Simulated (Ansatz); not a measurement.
# From LDA to G0W0: Nb2Sn2O7 (Fd-3m)

How far does one-shot GW move the LDA gap of Nb2Sn2O7 (Fd-3m)?

Method: LDA, then G0W0 on it, plane waves, PAW, in Ansatz 0.2.0.

**What was measured.**

- Gap 2.6 eV: optical absorption-edge onset (lowest of the four compounds), not Tauc gap; UV-vis transmission and reflection; 300 K; film (relaxed epitaxial (111) film by pulsed laser deposition; approximate value) on Y-stabilized ZrO2 (111) (“Trends in Bandgap of Epitaxial textitA2textitB2O7 (textitA = Sn, Pb; textitB = Nb, Ta) Films Fabricated by Pulsed Laser Deposition”, 2022, arxiv:2207.00434).

Report form: the programs' logs are mostly left out.

In doubt: masses and optical values from hybrid runs of this build are listed as unsure (in some of the runs), which bears on the screening that GW takes from such a start.

### 1. Starting point

The structure is cubic, space group Fd-3m (No. 227). Conventional cell: a = 10.761 Å, b = 10.761 Å, c = 10.761 Å, α = 90.00°, β = 90.00°, γ = 90.00°. Nearest to Nb lie 6 O at 2.02 Å. Nearest to Sn lie 2 O at 2.33 Å. Nearest to O lie 2 Nb at 2.02 Å. O has 4 Sn at 2.33 Å nearest. Farther neighbours and most contacts between anions are not listed.

The cell and positions are those that the Materials Project relaxed with its own functionals (PBE, PBE+U or r2SCAN), kept fixed. At the settings of the band run the largest force is still 0.46 eV/Å. The default PAW set here is soft_2. Its files were made with PBE.

### 2. Bands along the symmetry lines

Levels along a band path and on the mesh show where this functional puts the band edges.

This step: DFT, LDA, plane waves, PAW.

input.yaml

```yaml
crystal:
  lattice:
    - [0.0, 5.380295, 5.380295]
    - [5.380295, 0.0, 5.380295]
    - [5.380295, 5.380295, 0.0]
  atoms:
    - { symbol: Nb, position: [0.125, 0.125, 0.125] }
    - { symbol: Nb, position: [0.625, 0.125, 0.125] }
    - { symbol: Nb, position: [0.125, 0.125, 0.625] }
    - { symbol: Nb, position: [0.125, 0.625, 0.125] }
    - { symbol: Sn, position: [0.625, 0.625, 0.125] }
    - { symbol: Sn, position: [0.625, 0.625, 0.625] }
    - { symbol: Sn, position: [0.125, 0.625, 0.625] }
    - { symbol: Sn, position: [0.625, 0.125, 0.625] }
    - { symbol: O, position: [0.061003, 0.438997, 0.061003] }
    - { symbol: O, position: [0.061003, 0.061003, 0.438997] }
    - { symbol: O, position: [0.811003, 0.188997, 0.811003] }
    - { symbol: O, position: [0.061003, 0.438997, 0.438997] }
    - { symbol: O, position: [0.188997, 0.811003, 0.188997] }
    - { symbol: O, position: [0.438997, 0.061003, 0.061003] }
    - { symbol: O, position: [0.188997, 0.188997, 0.811003] }
    - { symbol: O, position: [0.188997, 0.811003, 0.811003] }
    - { symbol: O, position: [0.75, 0.75, 0.75] }
    - { symbol: O, position: [0.811003, 0.188997, 0.188997] }
    - { symbol: O, position: [0.438997, 0.438997, 0.061003] }
    - { symbol: O, position: [0.811003, 0.811003, 0.188997] }
    - { symbol: O, position: [0.5, 0.5, 0.5] }
    - { symbol: O, position: [0.438997, 0.061003, 0.438997] }
kpoints:
  mp_grid: { grid: [4, 4, 4] }
  band_path:
    path:
      - [[0.0, 0.0, 0.0], [0.5, 0.0, 0.5], [0.625, 0.25, 0.625]]
      - [[0.375, 0.375, 0.75], [0.0, 0.0, 0.0], [0.5, 0.5, 0.5], [0.5, 0.25, 0.75], [0.5, 0.0, 0.5]]
    npoints: 10
hamiltonian:
  xc: lda
scf:
  occupations: { method: fermi_dirac, width: 0.02 }
  n_extra_bands: 11
output:
  eigenvalues: true
  forces: true
  stress: true
```

On the command line:

```
> ansatz run input.yaml --threads 24 --pin off --max-ram 82944MiB --backend cuda --events-out ev --progress --plain --runs-dir out --devices 1 --max-vram 78GiB
```

Wall time 1.7 s (1 × NVIDIA GB200 (shared by 2 runs) with 24 threads of Arm Neoverse V2, shared host); peak memory 1.2 GiB; 4.7 s of CPU time.

Numbers from this step:

```
pressure             : -12.47 GPa
filled bands         : 96
gap                  : 0.9394 eV
valence top at       : L
conduction bottom at : Γ
least direct gap     : 1.147 eV
```

Over mesh and path the gap is 0.939 eV, from k = (0.500, 0.500, 0.500) to k = Γ. The least direct gap found is 1.147 eV, at k = Γ. The pressure in this cell is -12 GPa; the cell is kept.

The electronic bands at the labelled points (eV, zero at the top of the highest nominally filled band):

```csv
point,band 93,band 94,band 95,band 96,band 97,band 98,band 99,band 100
Γ,-2.48,-0.21,-0.21,-0.21,0.94,0.94,1.22,1.22
halfway,-1.95,-0.65,-0.11,-0.11,1.13,1.28,1.30,1.34
X,-1.20,-1.20,-0.05,-0.05,1.11,1.11,1.35,1.35
halfway,-1.24,-1.18,-0.08,-0.06,1.12,1.21,1.35,1.42
U,-1.35,-1.13,-0.12,-0.07,1.16,1.34,1.46,1.56
jump to K,-1.35,-1.13,-0.12,-0.07,1.16,1.34,1.46,1.56
halfway,-1.88,-0.69,-0.11,-0.09,1.18,1.19,1.26,1.38
Γ,-2.48,-0.21,-0.21,-0.21,0.94,0.94,1.22,1.22
halfway,-2.04,-0.58,-0.11,-0.11,1.11,1.11,1.29,1.29
L,-1.48,-1.00,0.00,0.00,1.15,1.15,1.17,1.30
halfway,-1.46,-1.04,-0.09,-0.06,1.23,1.27,1.39,1.41
W,-1.24,-1.24,-0.11,-0.11,1.35,1.35,1.53,1.53
halfway,-1.22,-1.22,-0.08,-0.08,1.22,1.22,1.42,1.42
X,-1.20,-1.20,-0.05,-0.05,1.11,1.11,1.35,1.35
```

### 3. The quasiparticle correction

G0W0 replaces the xc potential by a self-energy built once from the orbitals of the start. Levels are corrected in the window of bands that the input names, at points of the mesh.

This step: G0W0 on LDA, plane waves, PAW.

input.yaml: that of step 2 with these lines changed.

```diff
@@ -29,8 +29,3 @@
 kpoints:
-  mp_grid: { grid: [4, 4, 4] }
-  band_path:
-    path:
-      - [[0.0, 0.0, 0.0], [0.5, 0.0, 0.5], [0.625, 0.25, 0.625]]
-      - [[0.375, 0.375, 0.75], [0.0, 0.0, 0.0], [0.5, 0.5, 0.5], [0.5, 0.25, 0.75], [0.5, 0.0, 0.5]]
-    npoints: 10
+  mp_grid: { grid: [2, 2, 2] }
 hamiltonian:
@@ -38,7 +33,8 @@
 scf:
-  occupations: { method: fermi_dirac, width: 0.02 }
-  n_extra_bands: 11
-output:
-  eigenvalues: true
-  forces: true
-  stress: true
+  occupations: { method: fixed }
+gw:
+  n_empty_bands: 929
+  ecut_chi: 120.0
+  qp_bands: [v4, c4]
+  qp_kpoints: band_edges
+  screening: { model: contour_deformation }
```

It took 5.4 s on 1 × NVIDIA GB200 (shared by 2 runs) with 24 threads; peak memory 2.1 GiB; 13 s of CPU time.

Numbers from this step:

```yaml
bands_summed: 1025
rpa_eps_infinity_on_this_mesh_eigenvalues: 14.42, 14.42, 14.42
plane_waves_in_the_screening_matrix: 941
q_points_in_the_mesh: 8
g0w0_gap_over_the_corrected_points: 1.607 eV
k_of_the_valence_top: 0, 0, -0.5
k_of_the_conduction_bottom: 0, 0, 0
starting_gap_on_the_mesh: 0.8796 eV
z_at_the_valence_top: 0.7059
z_at_the_conduction_bottom: 0.7074
least_direct_g0w0_gap_over_the_corrected_points: 1.766 eV
```

Over all 3 irreducible mesh points the G0W0 gap is 1.607 eV, from k = (0.000, 0.000, -0.500) to k = Γ. The LDA gap of this run on the mesh is 0.880 eV. The two states that bound the G0W0 gap lie that far apart at the start, so the correction of the gap is 1.607 − 0.880 = +0.727 eV. The start of this run differs from the step before in mesh (4×4×4 and 2×2×2).

Labels follow the order of the start: v1 is the top filled band, c1 the lowest empty one; levels that stay degenerate share a row, the window can cut a multiplet, doubted levels are not marked in this list, bands outside the window were not corrected, and the list may be a part of the corrected levels. The levels before and after the correction (eV, zero at the valence-band top of each column):

```csv
,conduction bottom,valence top
Kohn-Sham,0.88,0.00
G0W0,1.61,0.00
```

```csv
,level,occupation,energy (eV)
Kohn-Sham,Γ v3-v1,2,-0.203
Kohn-Sham,Γ c1-c2,0,0.880
Kohn-Sham,Γ c3,0,1.165
Kohn-Sham,(0 0 -0.5) v3,2,-1.004
Kohn-Sham,(0 0 -0.5) v2-v1,2,0.000
Kohn-Sham,(0 0 -0.5) c1-c2,0,1.096
Kohn-Sham,(0 0 -0.5) c3,0,1.108
G0W0,Γ v3-v1,2,-0.256
G0W0,Γ c1-c2,0,1.607
G0W0,Γ c3,0,1.910
G0W0,(0 0 -0.5) v3,2,-1.074
G0W0,(0 0 -0.5) v2-v1,2,0.000
G0W0,(0 0 -0.5) c1-c2,0,1.772
G0W0,(0 0 -0.5) c3,0,1.782
```

The parts of the quasiparticle energy for the two states that bound the G0W0 gap, in eV on the run's own scale (QP = start + Σx + Σc − Vxc, with Σc at the quasiparticle energy):

```csv
edge,k,band,start,Σx,Σc,Vxc,Z,QP
valence top,"(0.000, 0.000, -0.500)",95,9.372,−21.775,2.298,−19.570,0.706,9.465
conduction bottom,Γ,97,10.252,−14.033,−5.302,−20.155,0.707,11.072
```

### 4. Spin-orbit coupling

This run has two-component orbitals with spin-orbit coupling.

This step: DFT, LDA with spin-orbit coupling, plane waves, PAW.

input.yaml: that of step 3 with these lines changed.

```diff
@@ -29,3 +29,12 @@
 kpoints:
-  mp_grid: { grid: [2, 2, 2] }
+  mp_grid: { grid: [4, 4, 4] }
+  band_path:
+    path:
+      - [0.0, 0.0, 0.0]
+      - [0.5, 0.0, 0.5]
+      - [0.625, 0.25, 0.625]
+      - [0.375, 0.375, 0.75]
+      - [0.5, 0.5, 0.5]
+      - [0.5, 0.25, 0.75]
+    npoints: 1
 hamiltonian:
@@ -33,8 +42,10 @@
 scf:
-  occupations: { method: fixed }
-gw:
-  n_empty_bands: 929
-  ecut_chi: 120.0
-  qp_bands: [v4, c4]
-  qp_kpoints: band_edges
-  screening: { model: contour_deformation }
+  occupations: { method: fermi_dirac, width: 0.02 }
+  n_extra_bands: 22
+magnetization:
+  noncollinear: true
+  spin_orbit: true
+output:
+  eigenvalues: true
+  forces: true
+  stress: true
```

The job ended after 2.5 s (1 × NVIDIA GB200 (shared by 2 runs) with 24 threads; peak memory 1.8 GiB; 10 s of CPU time).

Numbers from this step:

- pressure: -12.48 GPa
- gap: 0.9356 eV
- valence top at: L
- conduction bottom at: Γ
- least direct gap: 1.098 eV

Over mesh and listed points the gap is 0.936 eV, from k = (0.500, 0.500, 0.500) to k = Γ. The least direct gap found is 1.098 eV, at k = (0.500, 0.500, 0.500). The pressure in this cell is -12 GPa; the cell is kept. LDA+SOC against LDA: 0.936 − 0.939 = −0.003 eV, with the same mesh, set of files (read in its fully relativistic form for the spin-orbit run) and cutoff, and both edges at the same k points. The spin-orbit run sees mesh and listed points alone, so its gap is an upper bound: the coupling can move an edge off these points, and the change over the zone, its sign included where it is small, is not known.

### 5. The runs together

Each gap is the least one over the points named; times are wall times on shared hosts, not benchmarks. A G0W0 time includes the run's own self-consistent start. Runs with listed points see these and the mesh alone, so an edge that moves elsewhere is missed. Rows marked * are further runs, not shown as steps, whose inputs differ from the G0W0 step on the same start in the columns given; solver thresholds can differ too. Rows marked ? have an edge level that the program doubts. Symmetry makes (0.500, 0.500, 0.500) and (0.000, 0.000, -0.500) one point.

```csv
level,mesh,"files, cutoff","bands summed, screening",points,gap (eV),valence top,conduction bottom,least direct gap (eV),time
LDA,4×4×4,"soft_2 PAW, 420 eV",-,mesh and path,0.939,"(0.500, 0.500, 0.500)",Γ,1.147,1.7 s
LDA+SOC,4×4×4,"soft_2 PAW, 420 eV",-,mesh and listed points,0.936,"(0.500, 0.500, 0.500)",Γ,1.098,2.5 s
G0W0@LDA*,2×2×2,"soft_2 PAW, 420 eV","248, 36 eV",all 3 irreducible mesh points,1.891,"(0.000, 0.000, -0.500)",Γ,2.000,1.9 s
G0W0@LDA*?,2×2×2,"soft_2 PAW, 420 eV","528, 72 eV",all 3 irreducible mesh points,1.538,"(0.000, 0.000, -0.500)",Γ,1.722,2.8 s
G0W0@LDA,2×2×2,"soft_2 PAW, 420 eV","1025, 120 eV",all 3 irreducible mesh points,1.607,"(0.000, 0.000, -0.500)",Γ,1.766,5.4 s
G0W0@LDA*,2×2×2,"soft_2 PAW, 420 eV","528, 72 eV, plasmon pole",all 3 irreducible mesh points,1.728,"(0.000, 0.000, -0.500)",Γ,1.890,3.1 s
```

Computed less measured, in eV, for the reports listed at the start; nothing is added to the computed values:

```csv
row,computed (eV),2.6 eV (2022)
"LDA, gap",0.939,−1.661
"LDA+SOC, gap",0.936,−1.664
"G0W0@LDA, gap",1.607,−0.993
"G0W0@LDA, least direct gap",1.766,−0.834
```

### 6. Outcome

| Quantity | Value |
| --- | --- |
| LDA gap over mesh and path | 0.939 eV, from k = (0.500, 0.500, 0.500) to k = Γ |
| G0W0@LDA gap over all 3 irreducible mesh points | 1.607 eV, from k = (0.000, 0.000, -0.500) to k = Γ |
| LDA+SOC gap over mesh and listed points | 0.936 eV |
| GW settings | 2×2×2 mesh, 929 empty bands, screening to 120 eV |
| known limits | finite bands, screening cutoff and k mesh; no spin-orbit coupling in G0W0; screening cutoff under 40 eV in some runs |

What this shows: Over all 3 irreducible mesh points the G0W0 gap is 1.607 eV, from k = (0.000, 0.000, -0.500) to k = Γ. The LDA gap of this run on the mesh is 0.880 eV. The two states that bound the G0W0 gap lie that far apart at the start, so the correction of the gap is 1.607 − 0.880 = +0.727 eV. The valence state moves by 9.465 − 9.372 = +0.093 eV and the conduction state by 11.072 − 10.252 = +0.820 eV, on the run's own scale; with 248 bands the edge states move by +0.612 and +1.623 eV, so the split between the edges depends on the bands and cutoff. Both edges that LDA shows over mesh and path lie at k points where levels were corrected. Levels at other points were not corrected, so a lower G0W0 gap elsewhere in the zone is not ruled out. From 248 bands and 36 eV to 1025 bands and 120 eV the gap moves by 1.607 − 1.891 = −0.284 eV (rung by rung 1.891, 1.538, 1.607 eV); bands and screening cutoff rise together, so their parts are not told apart. An edge row is in doubt in the run with 528 bands, so no limit is drawn and it is not known. With the plasmon pole model in place of the contour deformation model and all else as in the G0W0@LDA row with 528 bands, the gap differs by 1.728 − 1.538 = +0.190 eV. The program doubts an edge level of G0W0@LDA with 528 bands (2×2×2, soft_2 PAW). G0W0 on other starts in this series, not shown as steps and not all at these settings: 1.711 eV on HSE06 (2×2×2, soft_2 PAW, 528 bands, 72 eV) and 1.942 eV on PBE0 (2×2×2, soft_2 PAW, 528 bands, 72 eV). LDA+SOC against LDA: 0.936 − 0.939 = −0.003 eV, with the same mesh, set of files (read in its fully relativistic form for the spin-orbit run) and cutoff, and both edges at the same k points. The spin-orbit run sees mesh and listed points alone, so its gap is an upper bound: the coupling can move an edge off these points, and the change over the zone, its sign included where it is small, is not known. What spin-orbit coupling does to the G0W0 levels was not computed, so no sum with the G0W0 gap is formed. Against experiment, G0W0@LDA at 1.607 eV lies −0.993 eV from 2.6 eV (2022). The differences hold parts that these runs do not separate: finite bands, cutoffs and mesh, points of the zone that were not corrected, the start of G0W0, spin-orbit coupling missing from it, static nuclei, no electron-hole attraction, a cell that is not a measured one, and what each experiment reads as the gap. How much each gives is not known from the steps shown. The G0W0 runs are scalar-relativistic. No pair of G0W0 runs that differ in the mesh alone is shown (2×2×2 is a supercell whose nearest images lie 15 Å apart), so the error from the mesh is not known here. G0W0@LDA runs of this series with other atomic data on the same mesh, not shown as steps, give 1.528 eV (hard PAW, 930 eV, 544 bands, screening to 72 eV; the table's row with the same empty bands and screening cutoff has 1.538 eV); where bands and cutoffs differ too, the part of the files is not isolated. The program doubts an edge level of G0W0@LDA with 544 bands (2×2×2, hard PAW). A screening cutoff under 40 eV is crude: G0W0@LDA with 248 bands at 36 eV.

[Paths, hosts, dates, memory and timing lines, banners, echoed tables and standing remarks are left out of the program output.]

[Logs are printed without paths, hosts, clocks, repeated set-up lines and the standing remarks that a program may print on its own settings, such as how far it seeks lower states.]

[Runs of the session that timed out or met a known fault of the program may be left out.]

[Cells called generated may have been cut or substituted from an entry of the Crystallography Open Database or the Materials Project.]

[Hosts, paths, dates, database ids (printed as entryN), source tags and the programs' standing remarks are cut or masked in the printed files.]

[Where an RPA ε∞ is given, it is that of the G0W0 mesh and is not shown converged in it. Names of k-points follow the symmetry that the program found, which can be lower than the space group named. Band edges on a path are those of the sampled points; other points can move an edge, and change direct to indirect where valleys lie close.]

[Hybrid gaps are those of their k-mesh and are not shown converged in it.]
